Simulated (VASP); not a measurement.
## Input and output of a VASP r²SCAN relaxation of cell and atoms on CaO (rocksalt)

INCAR

```
EDIFFG = -5E-3
PREC = Accurate
NELM = 120
ENCUT = 600
NSW = 40
ISMEAR = -1
LCHARG = .FALSE.
LASPH = .TRUE.
IBRION = 2
METAGGA = R2SCAN
ISIF = 3
SIGMA = 0.02
LREAL = .FALSE.
ALGO = Normal
NBANDS = 15
EDIFF = 1E-7
LWAVE = .FALSE.
```

KPOINTS

```
KPOINTS created by Atomic Simulation Environment
0
Gamma
8 8 8
0 0 0
```

POSCAR

```
Ca O
 1.0000000000000000
     0.0000000000000000    2.4151784502728897    2.4151784502728897
     2.4151784502728897    0.0000000000000000    2.4151784502728897
     2.4151784502728897    2.4151784502728897    0.0000000000000000
 Ca  O
   1   1
Cartesian
 -0.0000000000000000 -0.0000000000000000 -0.0000000000000000
  2.4151784502728897  2.4151784502728897  2.4151784502728897
```

VASP ran with the recommended PBE PAW datasets (16 valence electrons in the cell).

From OUTCAR

```
k-points           NKPTS =     29   k-points in BZ     NKDIM =     29   number of bands    NBANDS=     15

   NELECT =      16.0000    total number of electrons

   dimension x,y,z NGX =    28 NGY =   28 NGZ =   28
   dimension x,y,z NGXF=    56 NGYF=   56 NGZF=   56

  energy-cutoff  :      600.00
  volume of cell :       27.78
      direct lattice vectors                 reciprocal lattice vectors
    -0.000000000  2.403679570  2.403679570    -0.208014415  0.208014415  0.208014415
     2.403679570 -0.000000000  2.403679570     0.208014415 -0.208014415  0.208014415
     2.403679570  2.403679570 -0.000000000     0.208014415  0.208014415 -0.208014415

 k-points in reciprocal lattice and weights: KPOINTS created by Atomic Simulation Env
   0.00000000  0.00000000  0.00000000       0.002
   0.12500000  0.00000000  0.00000000       0.016
   0.25000000  0.00000000  0.00000000       0.016
   0.37500000  0.00000000  0.00000000       0.016
   0.50000000  0.00000000  0.00000000       0.008
   0.12500000  0.12500000  0.00000000       0.012
   0.25000000  0.12500000  0.00000000       0.047
   0.37500000  0.12500000  0.00000000       0.047
   ...

 E-fermi :   2.4875

 k-point     1 :       0.0000    0.0000    0.0000
  band No.  band energies     occupation
      1     -37.0477      2.00000
      2     -16.9402      2.00000
      3     -16.9402      2.00000
      4     -16.9402      2.00000
      5     -14.4627      2.00000
      6       2.0104      2.00000
      7       2.0104      2.00000
      8       2.0104      2.00000
      9       7.4335      0.00000
     10       8.8629      0.00000
     11       8.8629      0.00000
     12       8.8629      0.00000
     13      10.4571      0.00000
     14      10.4571      0.00000
     15      17.7776      0.00000

 k-point     2 :       0.1250    0.0000    0.0000
  band No.  band energies     occupation
      1     -37.0330      2.00000
      2     -17.1793      2.00000
      3     -16.9477      2.00000
      4     -16.9477      2.00000
      5     -14.2142      2.00000
      6       1.4967      2.00000
      7       1.8035      2.00000
      8       1.8035      2.00000
      9       8.1134      0.00000
     10       8.8178      0.00000
     11       9.1336      0.00000
     12       9.1336      0.00000
     13      10.8295      0.00000
     14      10.8295      0.00000
     15      18.3771      0.00000

 k-point     3 :       0.2500    0.0000    0.0000
  band No.  band energies     occupation
      1     -36.9974      2.00000
      2     -17.6378      2.00000
      3     -16.9656      2.00000
      4     -16.9656      2.00000
      5     -13.7315      2.00000
      6       0.5102      2.00000
      7       1.3563      2.00000
      8       1.3563      2.00000
      9       8.8884      0.00000
     10       9.5891      0.00000
     11       9.8449      0.00000
     12       9.8449      0.00000
     13      11.7305      0.00000
     14      11.7305      0.00000
     15      18.7581      0.00000

 k-point     4 :       0.3750    0.0000    0.0000
  band No.  band energies     occupation
      1     -36.9614      2.00000
      2     -18.0071      2.00000
      3     -16.9833      2.00000
      4     -16.9833      2.00000
      5     -13.3354      2.00000
      6      -0.2930      2.00000
      7       0.9643      2.00000
      8       0.9643      2.00000
      9       9.3502      0.00000
     10      10.6695      0.00000
     11      10.6695      0.00000
     12      10.8295      0.00000
     13      12.7135      0.00000
     14      12.7135      0.00000
     15      17.7502      0.00000

 k-point     5 :       0.5000    0.0000    0.0000
  band No.  band energies     occupation
      1     -36.9464      2.00000
      2     -18.1439      2.00000
      3     -16.9906      2.00000
      4     -16.9906      2.00000
      5     -13.1864      2.00000
      6      -0.5939      2.00000
      7       0.8144      2.00000
      8       0.8144      2.00000
      9       9.7050      0.00000
     10      11.0540      0.00000
     11      11.0540      0.00000
     12      11.2195      0.00000
     13      13.1994      0.00000
     14      13.1994      0.00000
     15      17.2333      0.00000

 k-point     6 :       0.1250    0.1250    0.0000
  band No.  band energies     occupation
      1     -37.0282      2.00000
      2     -17.1871      2.00000
      3     -16.9733      2.00000
      4     -16.9733      2.00000
      5     -14.1727      2.00000
      6       1.1968      2.00000
      7       1.8936      2.00000
      8       1.8936      2.00000
      9       8.1827      0.00000
     10       8.3207      0.00000
     11       9.4464      0.00000
     12       9.4464      0.00000
     13      10.6123      0.00000
     14      11.2857      0.00000
     15      18.6203      0.00000

 k-point     7 :       0.2500    0.1250    0.0000
  band No.  band energies     occupation
      1     -36.9998      2.00000
      2     -17.5031      2.00000
      3     -17.0041      2.00000
      4     -16.9896      2.00000
      5     -13.8591      2.00000
      6       0.5635      2.00000
      7       1.5383      2.00000
      8       1.6389      2.00000
      9       8.1192      0.00000
     10       9.1705      0.00000
     11      10.0419      0.00000
     12      10.1433      0.00000
     13      11.1038      0.00000
     14      12.1625      0.00000
     15      19.2244      0.00000

 k-point     8 :       0.3750    0.1250    0.0000
  band No.  band energies     occupation
      1     -36.9641      2.00000
      2     -17.8507      2.00000
      3     -17.0220      2.00000
      4     -17.0175      2.00000
      5     -13.5190      2.00000
      6      -0.0029      2.00000
      7       1.0421      2.00000
      8       1.2360      2.00000
      9       8.5153      0.00000
     10      10.2532      0.00000
     11      10.8929      0.00000
     12      10.8955      0.00000
     13      12.0615      0.00000
     14      13.0142      0.00000
     15      18.2174      0.00000

 k-point     9 :       0.5000    0.1250    0.0000
  band No.  band energies     occupation
      1     -36.9421      2.00000
      2     -18.0419      2.00000
      3     -17.0543      2.00000
      4     -17.0168      2.00000
      5     -13.3208      2.00000
      6      -0.3431      2.00000
      7       0.8305      2.00000
      8       0.9291      2.00000
      9       9.3317      0.00000
     10      10.2539      0.00000
     11      11.1983      0.00000
     12      11.8166      0.00000
     13      12.9595      0.00000
     14      13.6006      0.00000
     15      17.1672      0.00000

 k-point    10 :      -0.3750    0.1250    0.0000
  band No.  band energies     occupation
      1     -36.9470      2.00000
      2     -18.0079      2.00000
      3     -17.0756      2.00000
      4     -16.9914      2.00000
      5     -13.3395      2.00000
      6      -0.3036      2.00000
      7       0.8610      2.00000
      8       0.9762      2.00000
      9       9.4214      0.00000
     10      10.2240      0.00000
     11      10.7829      0.00000
     12      11.5817      0.00000
     13      13.1224      0.00000
     14      13.3359      0.00000
     15      17.3860      0.00000

 k-point    11 :      -0.2500    0.1250    0.0000
  band No.  band energies     occupation
      1     -36.9758      2.00000
      2     -17.7667      2.00000
      3     -17.0622      2.00000
      4     -16.9607      2.00000
      5     -13.5744      2.00000
      6       0.1441      2.00000
      7       1.0598      2.00000
      8       1.3660      2.00000
      9       8.8176      0.00000
     10       9.9545      0.00000
     11       9.9829      0.00000
     12      10.7572      0.00000
     13      12.1611      0.00000
     14      12.5317      0.00000
     15      18.6083      0.00000

 k-point    12 :      -0.1250    0.1250    0.0000
  band No.  band energies     occupation
      1     -37.0114      2.00000
      2     -17.4251      2.00000
      3     -17.0097      2.00000
      4     -16.9425      2.00000
      5     -13.9352      2.00000
      6       0.8593      2.00000
      7       1.4416      2.00000
      8       1.7445      2.00000
      9       8.6326      0.00000
     10       8.8767      0.00000
     11       9.3332      0.00000
     12       9.9294      0.00000
     13      11.1585      0.00000
     14      11.6111      0.00000
     15      18.9628      0.00000

 k-point    13 :       0.2500    0.2500    0.0000
  band No.  band energies     occupation
      1     -36.9816      2.00000
      2     -17.5036      2.00000
      3     -17.0532      2.00000
      4     -17.0532      2.00000
      5     -13.8890      2.00000
      6       0.3456      2.00000
      7       1.7147      2.00000
      8       1.7147      2.00000
      9       7.2928      0.00000
     10       9.3516      0.00000
     11      10.7510      0.00000
     12      10.7510      0.00000
     13      11.0095      0.00000
     14      12.8242      0.00000
     15      20.1754      0.00000

 ...

  Total        0.0016523      0.0016523      0.0016523      0.0000000     -0.0000000     -0.0000000
  in kB        0.0953122      0.0953122      0.0953122      0.0000000     -0.0000000     -0.0000000
  external PRESSURE =       0.0953122 kB  Pullay stress =       0.0000000 kB

 POSITION                                       TOTAL-FORCE (eV/Angst)
 -----------------------------------------------------------------------------------
      0.00000      0.00000      0.00000        -0.000000      0.000000     -0.000000
      2.40368      2.40368      2.40368         0.000000     -0.000000      0.000000
 -----------------------------------------------------------------------------------
    total drift:                                0.000000      0.000000      0.000000

  FREE ENERGIE OF THE ION-ELECTRON SYSTEM (eV)
  ---------------------------------------------------
  free  energy   TOTEN  =       -19.4583687424 eV

  energy  without entropy=      -19.4583687424  energy(sigma->0) =      -19.45836874
```

CONTCAR

```
Ca O
   1.00000000000000
    -0.0000000000000000    2.4036795696410485    2.4036795696410485
     2.4036795696410485   -0.0000000000000000    2.4036795696410485
     2.4036795696410485    2.4036795696410485   -0.0000000000000000
  Ca              O
     1     1
Direct
     0.0000000000000000    0.0000000000000000    0.0000000000000000
     0.5000000000000000    0.5000000000000000    0.5000000000000000

  0.00000000E+00  0.00000000E+00  0.00000000E+00
  0.00000000E+00  0.00000000E+00  0.00000000E+00
```

```json
{
 "relaxed cell vector lengths": "3.399, 3.399, 3.399 Å",
 "relaxed cell volume": "27.78 Å³"
}
```
